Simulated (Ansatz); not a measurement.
# Sc (I4/mmm) in Ansatz: further runs

One crystal, Sc, is run at these levels: r2SCAN+rVV10+U; tasks: single point.

All numbers are computed with Ansatz 0.2.0; they aren't measurements. Logs are shortened: lines on timing, memory, paths and dates and some standing lists are left out, and cuts for length are marked.

### Step 1. The structure

Symmetry: I4/mmm, No. 139, tetragonal system. Conventional cell: a = 3.834 Å, b = 3.834 Å, c = 3.435 Å, α = 90.00°, β = 90.00°, γ = 90.00°. Around Sc (site symmetry 4/mmm) lie 10 Sc at 3.21 to 3.44 Å.

This isn't the form of Sc at room conditions, which is hcp.

### Step 2. Single point, r2SCAN+rVV10+U, 25.25 Å³/atom

The input, input.yaml:

```yaml
crystal:
  lattice:
    - [-1.9172054859, 1.9172054859, 1.717603]
    - [1.9172054859, -1.9172054859, 1.717603]
    - [1.9172054859, 1.9172054859, -1.717603]
  atoms:
    - { symbol: Sc, position: [0.0, 0.0, 0.0] }
hamiltonian:
  xc: r2scan
  pseudopotentials: { kind: paw, source: jth }
  dispersion: rvv10
  hubbard:
    sites: [{ species: Sc, l: d, u_eff: 8.0 }]
    projectors: atomic
    double_counting: fll
kpoints:
  mp_grid: { grid: [10, 10, 10] }
scf:
  occupations: { method: fermi_dirac, width: 0.1 }
output:
  forces: true
  stress: true
  eigenvalues: true
```

Potentials or basis: JTH PAW.

On the command line:

```sh
$ ansatz run input.yaml --threads 1 --pin off --max-ram 2560MiB --backend cpu --events-out ev --progress --plain --runs-dir out
```

Log:

```text
Warning: the checks of this Sc dataset prove no rule for summing its radial tables, as where they were carried onto another mesh than they were made on, and Gregory's rule is taken, under which a leading mesh point left out moves its sums only by what lay on the interval it spanned. That does not make them correct, and they differ from Quantum ESPRESSO's on this file; a re-export a fraction of a mesh step off can move them. hamiltonian.pseudopotentials.radial_quadrature: simpson_from_first_knot sums it by `pw.x`'s rule; on a PAW file no value gives `pw.x`'s numbers. What more to know: hamiltonian.pseudopotentials.radial_quadrature, in the input reference
Warning: RAYON_NUM_THREADS=1 ignored (pool sized by the plan → 1); use --threads N
Engine: ansatz 0.2.0, x86_64-unknown-linux-gnu
Pseudopotentials: kind: paw
Pseudopotential: Sc, paw, valence charge 11, recommended cutoff 1350 eV (normal), Sc.paw.azcp
Functional definition: r2SCAN+rVV10
  parameter k0 = 0.174
  parameter k1 = 0.065
  parameter a1 = 4.9479
  exchange = r2scan_x(k0 = k0, k1 = k1, a1 = a1)
  correlation = r2scan_c + rvv10(11.95, 0.0093)
Crystal: 1 atoms, lattice volume = 25.253 Å³
Basis set: ecut = 1350 eV, 2855 PW (Γ), exchange–correlation on 180×180×180 points (64 copies of the dense FFT grid, shifted against one another)
Bands: 10, of which v1, the nominal top of the filled ones, is band 6 counted from 1 (5 counted from 0)
Symmetry: 16 space group operations
Space group: I4/mmm (ITA 139), of the structure as read, at distance tolerance 2.9e-5 Å
k-points: 102 of 1000
Non-local potential: Sc, projectors of the file, l = 0: 2, l = 1: 2, l = 2: 2
PAW form: soft (Blöchl's): semilocal exchange-correlation on the pseudo side does not see the compensation charge
rVV10 density: all electrons in the spheres
PAW frozen core: Sc, regenerated for the run's functional (the file was generated under x = pbe(κ = 0.804, μ = 0.2195149727645171), c = pbe(β = 0.06672455060314922))
PAW one-centre angular grid: Sc, 590 points (default); XC on 160 Gauss nodes
Initial density: superposition of atomic densities (chi_scale 0.1, normalization cell)
Initial wavefunctions: pseudopotential atomic-orbital guess
Functional: x = r2scan, c = r2scan + rvv10(b = 11.95, C = 0.0093); τ floored in thin density (d = 2e-4 eV/Å³)
SCF iter   1: F=—  HF=-2132.200929 eV  |F-HF|=—  |Δ(HF+E_count)|=         —  Δρ=7.07e-2  dr2=1.69e0  dr2_τ=9.89e-3  ethr=3.10e-3  ⟨swp⟩=5.2  Hψ=6838  notcnv=0
preconditioner: auto → none  [metal: Δε(μ)=0.042 eV  Ē_g=4.980 eV  σ=0.100 eV  W_gap=0.10  n_scr=4 (ndim 8)  ℏωp=12.8 eV  f_vac=0.000  D(μ)=1.56/eV (n_scr^D=16)  sad-step TF]
SCF iter   2: F=—  HF=-2132.139110 eV  |F-HF|=—  |Δ(HF+E_count)|=   6.18e-2  Δρ=3.84e-2  dr2=5.59e-1  dr2_τ=3.23e-3  ethr=3.10e-3  ⟨swp⟩=3.0  Hψ=2673  notcnv=0
SCF iter   3: F=—  HF=-2132.442010 eV  |F-HF|=—  |Δ(HF+E_count)|=   3.03e-1  Δρ=2.75e-2  dr2=1.42e-1  dr2_τ=1.03e-3  ethr=3.10e-3  ⟨swp⟩=4.0  Hψ=2516  notcnv=0
SCF iter   4: F=—  HF=-2132.826869 eV  |F-HF|=—  |Δ(HF+E_count)|=   3.85e-1  Δρ=1.33e-2  dr2=2.83e-2  dr2_τ=1.89e-4  ethr=1.29e-3  ⟨swp⟩=3.5  Hψ=2598  notcnv=0
SCF iter   5: F=—  HF=-2133.117521 eV  |F-HF|=—  |Δ(HF+E_count)|=   2.91e-1  Δρ=1.80e-2  dr2=6.21e-2  dr2_τ=5.22e-4  ethr=2.57e-4  ⟨swp⟩=3.1  Hψ=2481  notcnv=0
SCF iter   6: F=—  HF=-2133.322507 eV  |F-HF|=—  |Δ(HF+E_count)|=   2.05e-1  Δρ=7.50e-3  dr2=1.24e-2  dr2_τ=6.42e-5  ethr=2.57e-4  ⟨swp⟩=3.0  Hψ=2661  notcnv=0
SCF iter   7: F=—  HF=-2133.354513 eV  |F-HF|=—  |Δ(HF+E_count)|=   3.20e-2  Δρ=6.86e-3  dr2=6.85e-3  dr2_τ=2.00e-4  ethr=1.12e-4  ⟨swp⟩=2.5  Hψ=2373  notcnv=0
SCF iter   8: F=—  HF=-2133.334696 eV  |F-HF|=—  |Δ(HF+E_count)|=   1.98e-2  Δρ=1.15e-2  dr2=1.99e-2  dr2_τ=8.17e-5  ethr=6.23e-5  ⟨swp⟩=3.3  Hψ=2637  notcnv=0  defer=1
SCF iter   9: F=—  HF=-2133.446048 eV  |F-HF|=—  |Δ(HF+E_count)|=   1.11e-1  Δρ=2.77e-3  dr2=8.39e-4  dr2_τ=2.19e-5  ethr=6.23e-5  ⟨swp⟩=2.3  Hψ=2489  notcnv=0  defer=1
SCF iter  10: F=—  HF=-2133.443463 eV  |F-HF|=—  |Δ(HF+E_count)|=   2.58e-3  Δρ=3.16e-3  dr2=1.53e-3  dr2_τ=6.52e-6  ethr=7.63e-6  ⟨swp⟩=1.6  Hψ=1159  notcnv=0  defer=1
SCF iter  11: F=—  HF=-2133.449391 eV  |F-HF|=—  |Δ(HF+E_count)|=   5.93e-3  Δρ=1.05e-3  dr2=1.56e-4  dr2_τ=7.36e-7  ethr=7.63e-6  ⟨swp⟩=2.0  Hψ=1944  notcnv=0  defer=1
SCF iter  12: F=—  HF=-2133.450232 eV  |F-HF|=—  |Δ(HF+E_count)|=   8.41e-4  Δρ=1.12e-4  dr2=2.46e-6  dr2_τ=9.56e-9  ethr=1.41e-6  ⟨swp⟩=2.1  Hψ=1890  notcnv=0  defer=1
SCF iter  13: F=—  HF=-2133.450258 eV  |F-HF|=—  |Δ(HF+E_count)|=   2.53e-5  Δρ=2.74e-5  dr2=1.53e-7  dr2_τ=1.16e-9  ethr=2.23e-8  ⟨swp⟩=2.1  Hψ=1636  notcnv=0  defer=1
SCF iter  14: F=-2133.450258 eV  HF=-2133.450258 eV  |F-HF|=2.08e-8  |Δ(HF+E_count)|=   2.94e-7  Δρ=5.72e-6  dr2=6.52e-9  dr2_τ=1.22e-10  ethr=9.09e-10  ⟨swp⟩=6.0  Hψ=5679  notcnv=0
SCF 1 converged in 14 iterations: F = -2133.450258 eV  dr2 = 6.52e-9
SCF converged after 14 iterations
Free energy (F): -2133.450258 eV
Harris-Foulkes:  -2133.450258 eV  (|F-HF|=2.08e-8)
Internal energy: -2133.432795 eV  (E = F + TS)
E sigma→0 (E₀):  -2133.441526 eV
Entropy (-TS):   -0.017463 eV (-17.463 meV/atom)
Fermi energy:    10.574673 eV
--- Per-component energies (eV) ---
  E_band       = -173.967903
  E_kinetic    = 180.175879
  E_local      = -1058.394276  (includes V_loc(G=0)·N_el)
  E_nonlocal   = 366.017285
  E_hartree    = 319.249879
  E_xc         = -81.831039
  E_vxc        = -117.654680  (∫ρ·V_xc dr)
  E_hubbard    = 2.807023  (on-site DFT+U / exact-exchange correction)
  E_vhub       = -2.964720  (the Hubbard potential's part of the band-sum identity)
  E_paw        = -1003.835450  (= ΣΔE_a)
  E_vpaw       = -186.791904  (= ΣTr[D̂ρ^β])
  E_aug_tail   = -0.000000  (compensation charges beyond the density's cutoff)
  E_vtau       = 7.142951  (kinetic-family band-sum trace: ∫τ·v_τ [+ j·A + Jᵃ·Aᵃ] dr)
  E_ewald      = -857.384323
  E_core_change = -0.237773  (= ΣΔE_core)
  E_smearing   = -0.017463  (= −TS)
  E_closure    = 0.000000  (closes the sum)
  Σ components = -2133.450258   (vs F -2133.450258, Δ=0.00e0)
--- Forces (eV/Å), atoms counted from 1 ---
  atom   1  Sc    -0.00000000     0.00000000     0.00000000
  max |Σ_I F_I| component: 7.40e-32 eV/Å
--- Stress (GPa, compression-positive) ---
       33.188058       0.000000      -0.000000
        0.000000      33.188058       0.000000
       -0.000000      -0.000000      21.155897
  P = ⅓ Tr σ = 29.1773 GPa (291.773 kbar)
--- Band table (eV; the first three rows and the last of 102) ---
  k-point 0: bands = ["-41.4832", "-19.3357", "-19.3357", "-18.3374", "3.6027", "10.0583", "14.1698", "15.4067", "15.4067", "15.6072"]
  k-point 1: bands = ["-41.4748", "-19.3711", "-19.3344", "-18.3452", "3.8657", "9.8451", "14.1328", "15.3238", "15.5282", "15.5817"]
  k-point 2: bands = ["-41.4307", "-19.4696", "-19.3311", "-18.3677", "4.6564", "9.3286", "14.1019", "15.1296", "15.5332", "15.8812"]
  k-point 101: bands = ["-41.3872", "-19.6252", "-19.6252", "-18.5583", "4.6501", "12.8563", "14.7655", "14.7655", "16.2435", "16.9786"]
Occupation matrices written to <dir>
```

Wall time 26 s (1 thread of Intel Xeon Platinum 8488C (Sapphire Rapids), shared host); peak memory 0.98 GiB.

Results:

| Property | Result |
| --- | --- |
| Free energy | -2133.4503 eV |
| Pressure | 29.2 GPa |
| Band gap on the k mesh | none (metal or under the smearing width) |

Caveat: U without spin polarisation on a metal has little footing; pairwise dispersion overbinds metals, which lowers pressure and volume; the U is typed as a test and isn't derived for this compound.

### Step 3. Single point, r2SCAN+rVV10+U, 25.76 Å³/atom (volume scaled by 1.02)

input.yaml, as its differences from that of step 2:

```diff
@@ -2,5 +2,5 @@
   lattice:
-    - [-1.9172054859, 1.9172054859, 1.717603]
-    - [1.9172054859, -1.9172054859, 1.717603]
-    - [1.9172054859, 1.9172054859, -1.717603]
+    - [-1.929902581, 1.929902581, 1.7289781858]
+    - [1.929902581, -1.929902581, 1.7289781858]
+    - [1.929902581, 1.929902581, -1.7289781858]
   atoms:
```

Potentials or basis: JTH PAW.

On the command line:

```sh
$ ansatz run input.yaml --threads 1 --pin off --max-ram 2560MiB --backend cpu --events-out ev --progress --plain --runs-dir out
```

Wall time 27 s (1 thread of Intel Xeon Platinum 8488C (Sapphire Rapids), shared host); peak memory 0.99 GiB.

It converged, with:

```yaml
Free_energy: -2133.5389 eV
Pressure: 27.1 GPa
Band_gap_on_the_k_mesh: none (metal or under the smearing width)
```

Caveat: U without spin polarisation on a metal has little footing; pairwise dispersion overbinds metals, which lowers pressure and volume; the U is typed as a test and isn't derived for this compound.

### Step 4. Single point, r2SCAN+rVV10+U, 26.26 Å³/atom (volume scaled by 1.04)

input.yaml, as its differences from that of step 3:

```diff
@@ -2,5 +2,5 @@
   lattice:
-    - [-1.929902581, 1.929902581, 1.7289781858]
-    - [1.929902581, -1.929902581, 1.7289781858]
-    - [1.929902581, 1.929902581, -1.7289781858]
+    - [-1.9424347671, 1.9424347671, 1.7402056315]
+    - [1.9424347671, -1.9424347671, 1.7402056315]
+    - [1.9424347671, 1.9424347671, -1.7402056315]
   atoms:
```

On the command line:

```sh
$ ansatz run input.yaml --threads 1 --pin off --max-ram 2560MiB --backend cpu --events-out ev --progress --plain --runs-dir out
```

It took 25 s on 1 thread of Intel Xeon Platinum 8488C (Sapphire Rapids), shared host; peak memory 0.99 GiB.

The run converged. Its results:

| Property | Result |
| --- | --- |
| Free energy | -2133.6212 eV |
| Pressure | 25.1 GPa |
| Band gap on the k mesh | none (metal or under the smearing width) |

Caveat: U without spin polarisation on a metal has little footing; pairwise dispersion overbinds metals, which lowers pressure and volume; the U is typed as a test and isn't derived for this compound.

### Step 5. Single point, r2SCAN+rVV10+U, 26.77 Å³/atom (volume scaled by 1.06)

input.yaml, as its differences from that of step 4:

```diff
@@ -2,5 +2,5 @@
   lattice:
-    - [-1.9424347671, 1.9424347671, 1.7402056315]
-    - [1.9424347671, -1.9424347671, 1.7402056315]
-    - [1.9424347671, 1.9424347671, -1.7402056315]
+    - [-1.9548072966, 1.9548072966, 1.7512900426]
+    - [1.9548072966, -1.9548072966, 1.7512900426]
+    - [1.9548072966, 1.9548072966, -1.7512900426]
   atoms:
@@ -23 +23,5 @@
   eigenvalues: true
+  write_density: true
+  write_potential: true
+  elf: true
+  volumetric_format: npy
```

On the command line:

```sh
$ ansatz run input.yaml --threads 1 --pin off --max-ram 2560MiB --backend cpu --events-out ev --progress --plain --runs-dir out
```

It took 30 s on 1 thread of Intel Xeon Platinum 8488C (Sapphire Rapids), shared host; peak memory 0.99 GiB.

It converged, with:

```yaml
Free_energy: -2133.6976 eV
Pressure: 23.3 GPa
Band_gap_on_the_k_mesh: none (metal or under the smearing width)
```

Caveat: U without spin polarisation on a metal has little footing; pairwise dispersion overbinds metals, which lowers pressure and volume; the U is typed as a test and isn't derived for this compound.

### Step 6. The reference run

An earlier run on the cell as given: functional PBE; potentials or basis Ansatz PAW; cutoff 420 eV (not typed: the program's choice for these potentials); k mesh 10 × 10 × 10; occupations fermi-dirac, width 0.05 eV; no spin polarisation.

- Pressure: -0.8 GPa
- Band gap on the k mesh: none (metal or under the smearing width)
